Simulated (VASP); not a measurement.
Data:

```xyz
4
Lattice="1.7930 -3.1056 0.0000 1.7930 3.1056 0.0000 0.0000 0.0000 5.7834" Properties=species:S:1:pos:R:3 pbc="T T T"
In     1.7680    -1.0352     2.8908
In     1.7930     1.0352     5.7825
N      1.7930    -1.0352     5.0845
N      1.7930     1.0352     2.1928
```

These are PBE GGA, VASP's PBE PAW potentials (set 64) (plane waves; VASP) values and carry that method's errors. Settings: 600 eV cut-off, 10×10×6 Γ-centred mesh, first-order Methfessel-Paxton smearing of 0.10 eV, potentials In_d N.

Problem. Predict the energy per atom (σ→0), largest force.

Solution. 
```json
{
  "energy per atom (σ→0)": "-516.5 kJ/mol-atom",
  "largest_force": "0.00454 Ha/bohr"
}
```

The compound is InN in the wurtzite structure. This cell was strained or had an atom moved on purpose.
